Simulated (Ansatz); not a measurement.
# ZnS: the cost of one run

Program: Ansatz 0.2.0. Level of theory: DFT PBE, scalar-relativistic, plane waves, PAW. These are calculated values, not measurements.

**1. The structure to begin with**

Symmetry: P6_3mc, No. 186, hexagonal system. The conventional cell has a = 3.811 Å, b = 3.811 Å, c = 6.234 Å, α = 90.00°, β = 90.00°, γ = 120.00°. Zn (site symmetry 3m) has 4 S at 2.31 to 2.40 Å in its first shell of neighbours. Around S (site symmetry 3m) lie 4 Zn at 2.31 to 2.40 Å.

Coordinates:

```
CELL_PARAMETERS angstrom
3.81100 0.00000 0.00000
-1.90550 3.30042 0.00000
0.00000 0.00000 6.23400
ATOMIC_POSITIONS crystal
Zn 0.33333 0.66667 0.00000
Zn 0.66667 0.33333 0.50000
S 0.33333 0.66667 0.38500
S 0.66667 0.33333 0.88500
```

The cell is taken as given, not relaxed at this level.

**2. The reference cell**

The reference gives a free energy of -8445.4207 eV, pressure 2.33 GPa, largest force 0.319 eV/Å and gap on the mesh 2.25 eV. It was computed beforehand with the settings of the runs below.

**3. Setting up an energy map of one atom**

Atom 3 (S) is moved by p along (0.707, 0.707, 0.000) and q along (0.000, 0.000, 1.000) (Å), all else fixed; its images in the other cells move with it. Points alike by symmetry are run once.

**4. Point p = -0.300, q = -0.300**

File input.yaml:

```yaml
crystal:
  lattice:
    - [3.8109987816, 0.0, 0.0]
    - [-1.9054993908, 3.3004217586, 0.0]
    - [0.0, 0.0, 6.234]
  atoms:
    - { symbol: Zn, position: [0.3333333333, 0.6666666667, 0.0] }
    - { symbol: Zn, position: [0.6666666667, 0.3333333333, 0.5] }
    - { symbol: S, position: [0.2455331159, 0.6023924466, 0.3368768046] }
    - { symbol: S, position: [0.6666666667, 0.3333333333, 0.885] }
basis:
  ecutwfc: 420
kpoints:
  mp_grid: { grid: [12, 12, 6] }
hamiltonian:
  xc: pbe
scf:
  occupations: { method: gaussian, width: 0.05 }
output:
  forces: true
  stress: true
  eigenvalues: true
```

Command:

```console
$ ansatz run input.yaml --threads 1 --pin off --max-ram 2560MiB --backend cpu --events-out ev --progress --plain --runs-dir out
```

Q: Estimate wall time and peak memory on 1 thread of Intel Xeon Platinum 8488C (Sapphire Rapids), shared host.

About 40 s, with a peak of 0.87 GiB.
